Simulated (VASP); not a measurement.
# BAs (F-43m) in VASP: notebook

One crystal, BAs, is run at these levels: PBE; tasks: G0W0 quasiparticle levels.

Program: VASP 6.6.1. These are calculated values, not measurements. Logs are shortened: lines on timing, memory, paths and dates and some standing lists are left out, and cuts for length are marked.

### 1 The crystal as given

Symmetry: F-43m, No. 216, cubic system. The conventional cell has a = 4.777 Å, b = 4.777 Å, c = 4.777 Å, α = 90.00°, β = 90.00°, γ = 90.00°. As (site symmetry -43m) has 4 B at 2.07 Å as nearest neighbours. B (site symmetry -43m) is surrounded by 4 As at 2.07 Å.

### 2 G0W0 quasiparticle levels, PBE

File POSCAR:

```
BAs
1.0
    0.0000000000      2.3885000000      2.3885000000
    2.3885000000      0.0000000000      2.3885000000
    2.3885000000      2.3885000000      0.0000000000
As B
1 1
Direct
    0.7500000000      0.7500000000      0.7500000000
    0.0000000000      0.0000000000      0.0000000000
```

File INCAR.step1:

```
  PREC = Accurate
  ENCUT = 450
  EDIFF = 1E-8
  ISMEAR = 0
  SIGMA = 0.01
  LREAL = F
  LASPH = T
  NELM = 80
  ALGO = Fast
  LWAVE = T
  LCHARG = F
  GGA = PE
```

File INCAR.step2:

```
  PREC = Accurate
  ENCUT = 450
  EDIFF = 1E-8
  ISMEAR = 0
  SIGMA = 0.01
  LREAL = F
  LASPH = T
  NELM = 1
  ALGO = Exact
  LWAVE = T
  LCHARG = F
  GGA = PE
  NBANDS = 16
  LOPTICS = T
  ISTART = 1
```

File INCAR.step3:

```
  PREC = Accurate
  ENCUT = 450
  EDIFF = 1E-8
  ISMEAR = 0
  SIGMA = 0.01
  LREAL = F
  LASPH = T
  ALGO = EVGW0
  LWAVE = F
  LCHARG = F
  GGA = PE
  NELMGW = 1
  NBANDS = 16
  ENCUTGW = 260
  NOMEGA = 48
  PRECFOCK = Fast
  ISTART = 1
  NBANDSGW = 12
```

File KPOINTS:

```
regular mesh
0
Gamma
  3 3 3
```

Potentials or basis: VASP PAW PBE potentials, release 64 (As_GW, B_GW).

The run is started by

```
$ cat potpaw_PBE.64/As_GW/POTCAR potpaw_PBE.64/B_GW/POTCAR > POTCAR
$ cp INCAR.step1 INCAR
$ mpirun -np 1 vasp_std > vasp.out
$ cp INCAR.step2 INCAR
$ mpirun -np 1 vasp_std > vasp.out
$ cp INCAR.step3 INCAR
$ mpirun -np 1 vasp_std > vasp.out
```

OUTCAR:

```text
PREC = Accurate
   ENCUT = 450
   EDIFF = 1E-8
   ISMEAR = 0
   LREAL = F
   LASPH = T
   GGA = PE
   NELMGW = 1
   ENCUTGW = 260
   PRECFOCK = Fast
   ISTART = 1

 Found      4 irreducible k-points:

 Following reciprocal coordinates:
            Coordinates               Weight
  0.000000  0.000000  0.000000      1.000000
  0.333333  0.000000  0.000000      8.000000
  0.333333  0.333333  0.000000      6.000000
 -0.333333  0.333333  0.000000     12.000000
   k-points           NKPTS =      4   k-points in BZ     NKDIM =     27   number of bands    NBANDS=     16
   number of dos      NEDOS =    301   number of ions     NIONS =      2
   total plane-waves  NPLWV =  13824
   dimension x,y,z NGX =    24 NGY =   24 NGZ =   24
   dimension x,y,z NGXF=    48 NGYF=   48 NGZF=   48
   ions per type =               1   1
   NGX,Y,Z   is equivalent  to a cutoff of  11.81, 11.81, 11.81 a.u.
   NGXF,Y,Z  is equivalent  to a cutoff of  23.62, 23.62, 23.62 a.u.
 SYSTEM =  unknown system
   PREC   = accura    normal or accurate (medium, high low for compatibility)
   ISTART =      1    job   : 0-new  1-cont  2-samecut
   ICHARG =      0    charge: 1-file 2-atom 10-const
   ISPIN  =      1    spin polarized calculation?
   LNONCOLLINEAR =      F non collinear calculations
   LSORBIT =      F    spin-orbit coupling
   LASPH  =      T    aspherical Exc in radial PAW
   ENCUT  =  450.0 eV  33.07 Ry    5.75 a.u.   5.84  5.84  5.84*2*pi/ulx,y,z
   NELM   =     60;   NELMIN=  2; NELMDL=  0     # of ELM steps
   EDIFF  = 0.1E-07   stopping-criterion for ELM
   LREAL  =      F    real-space projection
   EDIFFG = 0.1E-06   stopping-criterion for IOM
   NSW    =      0    number of steps for IOM
   IBRION =     -1    ionic relax: 0-MD 1-quasi-New 2-CG
   NFREE  =      0    steps in history (QN), initial steepest desc. (CG)
   ISIF   =      0    stress and relaxation
   ISYM   =      3    0-nonsym 1-usesym 2-fastsym
   POTIM  = 0.5000    time-step for ionic-motion
   TEBEG  =    0.0;   TEEND  =   0.0 temperature during run
   PSTRESS=    0.0 pullay stress
   NELECT =       8.0000    total number of electrons
   NUPDOWN=      -1.0000    fix difference up-down
   EMIN   =  10.00;   EMAX   =-10.00  energy-range for DOS
   EFERMI =   0.00;   METHOD = LEGACY
   ISMEAR =     0;   SIGMA  =   0.01  broadening in eV -4-tet -1-fermi 0-gaus
   EFERMI_NEDOS =   21; number of points for ismear=-14 and -15
   IALGO  =     38    algorithm
   IMIX   =      4    mixing-type and parameters
     AMIX     =   0.40;   BMIX     =  1.00
     AMIX_MAG =   1.60;   BMIX_MAG =  1.00
  volume/ion in A,a.u.               =      13.63        91.95
  Fermi-wavevector in a.u.,A,eV,Ry     =   1.088018  2.056057 16.106360  1.183784
  Thomas-Fermi vector in A             =   2.224191
   LORBIT       =      0    0 simple, 1 ext, 2 COOP (PROOUT), +10 PAW based schemes
   GGA     = PE    functional components
   LHFCALC =     T    Hartree Fock is set to
   PRECFOCK=fast      Normal, Fast or Accurate (Low or Medium for compatibility)
   ENCUT4O =  -1.0   cutoff for four orbital integrals eV
   NKREDX  =     1    reduce k-point grid by
   NKREDY  =     1    reduce k-point grid by
   NKREDZ  =     1    reduce k-point grid by
   AEXX    =    1.0000 exact exchange contribution
   HFSCREEN=    0.0000 screening length (either q_TF or 0.3 A-1)
   HFSCREENC=   0.0000 screening length for correlation (either q_TF or 0.3 A-1)
   ENCUTFOCK=  -1.0 apply spherical cutoff to Coloumb kernel
   IVDW    =     0    specifies the selected vdW correction
   LEPSILON=     F    determine dielectric tensor
   LRPA    =     F    only Hartree local field effects (RPA)
   LRPAFORCE           =     F    calculate RPA forces
   ENCUTGW             = 260.0    cutoff for response function in eV
   ENCUTGWSOFT         = 208.0    soft cutoff for Coulomb kernel in GW response function in eV
   ENCUTLF             =  -1.0    cutoff for local field effects
   NELMGW              =     1    number of iterations in solving QP/BSE equation
   NELMHF              =     1    number of iterations in the inner HF iteration
   NKREDLFX            =     1    NKREDLFY  =   1   NKREDLFZ  =   1
 non-spin polarized calculation
 Gauss-broadening in eV      SIGMA  =   0.01
  energy-cutoff  :      450.00
  volume of cell :       27.25
 maximum number of plane-waves:       609
  NGX = 14; NGY = 14; NGZ = 14
   NGX = 11   NGY = 11   NGZ = 11
 maximum number of plane-waves:       266

 QP shifts <psi_nk| G(iteration)W_0 |psi_nk>: iteration 1
 for sc-GW calculations column KS-energies equals QP-energies in previous step
 and V_xc(KS)=  KS-energies - (<T + V_ion + V_H > + <T+V_H+V_ion>^1  + <V_x>^1)

 k-point   1 :       0.0000    0.0000    0.0000
  band No.  KS-energies  QP-energies   sigma(KS)   V_xc(KS)     V^pw_x(r,r')   Z            occupation Imag(sigma)

      1      -9.1660      -9.4550     -12.0376     -11.6436     -19.5361       0.7335       2.0000       1.4515
      2       6.2712       6.5736     -12.2316     -12.6127     -14.7586       0.7935       2.0000       0.0921
      3       6.2712       6.5736     -12.2316     -12.6127     -14.7586       0.7935       2.0000       0.0921
      4       6.2712       6.5736     -12.2316     -12.6127     -14.7586       0.7935       2.0000       0.0921
      5       9.5022      10.6435      -9.9391     -11.3720      -6.3473       0.7964       0.0000      -0.0962
      6       9.5022      10.6435      -9.9391     -11.3720      -6.3473       0.7964       0.0000      -0.0962
      7       9.5022      10.6435      -9.9391     -11.3720      -6.3473       0.7964       0.0000      -0.0962
      8      10.9398      12.3528     -10.7654     -12.6009      -6.1731       0.7698       0.0000      -0.1705
      9      15.8266      16.5756      -7.8764      -8.8101      -2.9261       0.8022       0.0000      -0.3373
     10      19.1544      20.4594      -8.7598     -10.4036      -4.3233       0.7939       0.0000      -0.3380
     11      19.1544      20.4594      -8.7598     -10.4036      -4.3233       0.7939       0.0000      -0.3380
     12      20.5662      21.6579      -7.6430      -8.9570      -2.4337       0.8308       0.0000      -0.7612

 k-point   2 :       0.3333    0.0000    0.0000
  band No.  KS-energies  QP-energies   sigma(KS)   V_xc(KS)     V^pw_x(r,r')   Z            occupation Imag(sigma)

      1      -7.4438      -7.6692     -12.1574     -11.8436     -19.0407       0.7184       2.0000       1.0933
      2      -0.4983      -0.6187     -11.7655     -11.6070     -15.9378       0.7601       2.0000       0.3156
      3       4.7430       4.9571     -12.0733     -12.3430     -14.8961       0.7941       2.0000       0.1155
      4       4.7430       4.9571     -12.0733     -12.3430     -14.8961       0.7941       2.0000       0.1155
      5       9.1089      10.1890     -10.2170     -11.5888      -6.3177       0.7874       0.0000      -0.1064
      6      11.0558      12.2012      -9.7111     -11.1535      -5.7665       0.7941       0.0000      -0.1386
      7      11.0558      12.2012      -9.7111     -11.1535      -5.7665       0.7941       0.0000      -0.1386
      8      14.9422      16.0617      -9.2800     -10.7376      -4.0880       0.7681       0.0000      -0.3232
      9      17.7374      18.7460      -8.2897      -9.5446      -3.2345       0.8037       0.0000      -0.4347
     10      18.2375      19.4146      -8.6527     -10.1138      -3.9604       0.8056       0.0000      -0.4108
     11      18.2375      19.4146      -8.6527     -10.1138      -3.9604       0.8056       0.0000      -0.4108
     12      22.4274      23.9011      -8.7050     -10.6212      -3.1758       0.7691       0.0000      -0.7420

 k-point   3 :       0.3333    0.3333    0.0000
  band No.  KS-energies  QP-energies   sigma(KS)   V_xc(KS)     V^pw_x(r,r')   Z            occupation Imag(sigma)

      1      -6.8219      -7.0594     -12.2041     -11.8843     -18.8100       0.7427       2.0000       1.0075
      2       0.3098       0.2734     -12.3184     -12.2710     -16.3876       0.7692       2.0000       0.2857
      3       2.7881       2.8377     -11.8308     -11.8942     -15.0922       0.7828       2.0000       0.1666
      4       2.7881       2.8377     -11.8308     -11.8942     -15.0922       0.7828       2.0000       0.1666
      5       7.5068       8.2722      -9.3976     -10.3531      -5.8545       0.8010       0.0000      -0.0777
      6       9.3531      10.1192      -8.9503      -9.9074      -4.9282       0.8004       0.0000      -0.1066
      7      15.3960      16.8810     -10.1780     -12.0870      -5.2820       0.7779       0.0000      -0.3438
      8      15.3960      16.8810     -10.1780     -12.0870      -5.2820       0.7779       0.0000      -0.3438
      9      17.7541      19.1592      -9.8532     -11.6706      -4.4117       0.7732       0.0000      -0.4758
     10      21.8032      23.3852      -8.4970     -10.4634      -3.8834       0.8045       0.0000      -0.5857
     11      22.0290      23.5464      -8.6092     -10.5747      -3.3072       0.7720       0.0000      -0.6969
     12      25.5856      27.0423      -7.8431      -9.6682      -2.5477       0.7981       0.0000      -1.0428

 k-point   4 :      -0.3333    0.3333    0.0000
  band No.  KS-energies  QP-energies   sigma(KS)   V_xc(KS)     V^pw_x(r,r')   Z            occupation Imag(sigma)

      1      -5.3389      -5.4241     -12.3621     -12.2478     -18.4720       0.7452       2.0000       0.7951
      2      -1.6114      -1.8242     -12.2520     -11.9691     -17.1029       0.7522       2.0000       0.4494
      3       0.1557       0.0110     -11.1885     -11.0017     -14.8096       0.7750       2.0000       0.2437
      4       3.1963       3.2782     -11.9080     -12.0124     -15.0695       0.7845       2.0000       0.1561
      5       8.7106       9.5226      -9.2524     -10.2680      -5.4294       0.7994       0.0000      -0.0947
      6      13.5084      14.8571      -9.9498     -11.6901      -5.1125       0.7749       0.0000      -0.2541
      7      14.3617      15.8081      -9.8746     -11.7081      -5.1334       0.7889       0.0000      -0.3074
      8      15.6007      16.9076     -10.0174     -11.7060      -4.9689       0.7740       0.0000      -0.3635
      9      15.7170      16.7740      -9.0567     -10.3779      -4.5681       0.8001       0.0000      -0.2713
     10      18.3558      19.5044      -8.5747      -9.9829      -4.0989       0.8156       0.0000      -0.3859
     11      23.1158      24.6734      -9.2448     -11.3129      -3.3076       0.7532       0.0000      -0.8885
     12      24.7319      26.0412      -7.6635      -9.3001      -2.4061       0.8000       0.0000      -0.8465
```

Wall time 14 s (1 thread of Intel Xeon 6975P-C (Granite Rapids), shared host); peak memory 0.23 GiB.

These settings aren't checked as converged: the numbers below hold their error.

Results:

```
Band gap on the k mesh, mean-field level : 1.24 eV, indirect (least direct gap 3.23 eV)
Quasiparticle gap                        : 1.70 eV
Least direct quasiparticle gap           : 4.07 eV
```

Caveat: the k mesh is coarse (spacing up to 0.76 Å⁻¹), so the values aren't converged; bands, screening cutoff and mesh are small and nothing is extrapolated, so the quasiparticle values aren't converged; an odd mesh through Γ misses points on the zone boundary, where band edges often lie.

### 3 G0W0 quasiparticle levels, PBE

POSCAR is that of step 2.

INCAR.step1 is that of step 2.

Edit INCAR.step2 of step 2 so:

```diff
@@ -12,3 +12,3 @@
   GGA = PE
-  NBANDS = 16
+  NBANDS = 20
   LOPTICS = T
```

Edit INCAR.step3 of step 2 so:

```diff
@@ -12,4 +12,4 @@
   NELMGW = 1
-  NBANDS = 16
-  ENCUTGW = 260
+  NBANDS = 20
+  ENCUTGW = 100
   NOMEGA = 48
```

File KPOINTS:

```
regular mesh
0
Gamma
  4 4 4
```

Potentials or basis: VASP PAW PBE potentials, release 64 (As_GW, B_GW).

The run is started by

```
$ cat potpaw_PBE.64/As_GW/POTCAR potpaw_PBE.64/B_GW/POTCAR > POTCAR
$ cp INCAR.step1 INCAR
$ mpirun -np 1 vasp_std > vasp.out
$ cp INCAR.step2 INCAR
$ mpirun -np 1 vasp_std > vasp.out
$ cp INCAR.step3 INCAR
$ mpirun -np 1 vasp_std > vasp.out
```

OUTCAR:

```text
PREC = Accurate
   ENCUT = 450
   EDIFF = 1E-8
   ISMEAR = 0
   LREAL = F
   LASPH = T
   GGA = PE
   NELMGW = 1
   ENCUTGW = 100
   PRECFOCK = Fast
   ISTART = 1

 Found      8 irreducible k-points:

 Following reciprocal coordinates:
            Coordinates               Weight
  0.000000  0.000000  0.000000      1.000000
  0.250000  0.000000  0.000000      8.000000
  0.500000  0.000000  0.000000      4.000000
  0.250000  0.250000  0.000000      6.000000
  0.500000  0.250000  0.000000     24.000000
 -0.250000  0.250000  0.000000     12.000000
   k-points           NKPTS =      8   k-points in BZ     NKDIM =     64   number of bands    NBANDS=     20
   number of dos      NEDOS =    301   number of ions     NIONS =      2
   total plane-waves  NPLWV =  13824
   dimension x,y,z NGX =    24 NGY =   24 NGZ =   24
   dimension x,y,z NGXF=    48 NGYF=   48 NGZF=   48
   ions per type =               1   1
   NGX,Y,Z   is equivalent  to a cutoff of  11.81, 11.81, 11.81 a.u.
   NGXF,Y,Z  is equivalent  to a cutoff of  23.62, 23.62, 23.62 a.u.
[... 55 lines left out ...]
   NKREDLFX            =     1    NKREDLFY  =   1   NKREDLFZ  =   1
 non-spin polarized calculation
 Gauss-broadening in eV      SIGMA  =   0.01
  energy-cutoff  :      450.00
  volume of cell :       27.25
 maximum number of plane-waves:       609
  NGX = 14; NGY = 14; NGZ = 14
   NGX = 11   NGY = 11   NGZ = 11
 maximum number of plane-waves:        70
 NGX is ok and might be reduce to    14

 QP shifts <psi_nk| G(iteration)W_0 |psi_nk>: iteration 1
 for sc-GW calculations column KS-energies equals QP-energies in previous step
 and V_xc(KS)=  KS-energies - (<T + V_ion + V_H > + <T+V_H+V_ion>^1  + <V_x>^1)

 k-point   1 :       0.0000    0.0000    0.0000
  band No.  KS-energies  QP-energies   sigma(KS)   V_xc(KS)     V^pw_x(r,r')   Z            occupation Imag(sigma)

      1      -9.2127      -9.5717     -12.1502     -11.6509     -19.5818       0.7189       2.0000       1.3447
      2       6.2037       6.3878     -12.3653     -12.5970     -14.3135       0.7947       2.0000       0.0652
      3       6.2037       6.3878     -12.3653     -12.5970     -14.3135       0.7947       2.0000       0.0652
      4       6.2037       6.3878     -12.3653     -12.5970     -14.3135       0.7947       2.0000       0.0652
      5       9.4629      10.4474     -10.1388     -11.3816      -6.5810       0.7921       0.0000      -0.0891
      6       9.4629      10.4474     -10.1388     -11.3816      -6.5810       0.7921       0.0000      -0.0891
      7       9.4629      10.4474     -10.1388     -11.3816      -6.5810       0.7921       0.0000      -0.0891
      8      10.8667      12.1313     -10.9577     -12.6109      -6.4529       0.7649       0.0000      -0.1362
      9      15.7680      16.3834      -8.1208      -8.8971      -3.0349       0.7929       0.0000      -0.3037
     10      19.1304      20.0659      -9.2207     -10.4077      -4.3645       0.7882       0.0000      -0.3612
     11      19.1304      20.0659      -9.2207     -10.4077      -4.3645       0.7882       0.0000      -0.3612
     12      20.5439      21.2123      -8.1839      -9.0130      -2.4955       0.8061       0.0000      -0.7284
[... 68 lines left out ...]
      1      -6.6902      -6.9159     -12.2662     -11.9562     -18.8332       0.7280       2.0000       0.9566
      2      -0.4489      -0.6335     -12.2391     -11.9901     -16.4218       0.7413       2.0000       0.2580
      3       1.0995       0.9230     -11.5571     -11.3266     -14.7753       0.7659       2.0000       0.1596
      4       4.2299       4.2804     -12.1674     -12.2318     -14.6241       0.7850       2.0000       0.0848
      5       9.6999      10.5721      -9.7931     -10.8971      -5.8655       0.7901       0.0000      -0.1007
      6      12.3005      13.4054     -10.1078     -11.5369      -5.6375       0.7731       0.0000      -0.1667
      7      13.1564      14.2540     -10.0759     -11.4921      -5.4438       0.7750       0.0000      -0.1850
      8      13.5835      14.5314     -10.0625     -11.3030      -5.1745       0.7642       0.0000      -0.2139
      9      16.5469      17.2815      -8.8456      -9.7659      -4.2043       0.7983       0.0000      -0.2774
     10      18.3363      19.2922      -9.2584     -10.5068      -3.7002       0.7658       0.0000      -0.4637
     11      21.8208      23.0577      -9.3695     -10.9834      -3.3448       0.7664       0.0000      -0.7532
     12      23.5376      24.3951      -8.2825      -9.3853      -2.6807       0.7776       0.0000      -0.7252

 [... further k-points ...]
```

OUTCAR.step1:

```text
PREC = Accurate
   ENCUT = 450
   EDIFF = 1E-8
   ISMEAR = 0
   LREAL = F
   LASPH = T
[... 176 lines left out ...]
 -----------------------------------------------------------------------------------
      3.58275      3.58275      3.58275        -0.000000     -0.000000     -0.000000
      0.00000      0.00000      0.00000         0.000000      0.000000      0.000000
 -----------------------------------------------------------------------------------
    total drift:                               -0.000000     -0.000000     -0.000000

  FREE ENERGIE OF THE ION-ELECTRON SYSTEM (eV)
  ---------------------------------------------------
  free  energy   TOTEN  =       -11.2355841147 eV

  energy  without entropy=      -11.2355841147  energy(sigma->0) =      -11.23558411
```

Wall time 15 s (1 thread of Intel Xeon 6975P-C (Granite Rapids), shared host); peak memory 0.19 GiB.

The run converged, but some of its settings lie outside the range that counts as converged, so its numbers aren't taken as properties of the crystal.

What came out:

- Band gap on the k mesh, mean-field level: 1.41 eV, indirect (least direct gap 3.26 eV)
- Quasiparticle gap: 1.75 eV
- Least direct quasiparticle gap: 4.06 eV

Caveat: the k mesh is coarse (spacing up to 0.57 Å⁻¹), so the values aren't converged; bands, screening cutoff and mesh are small and nothing is extrapolated, so the quasiparticle values aren't converged.

(Part 1 of 2 ends here.)
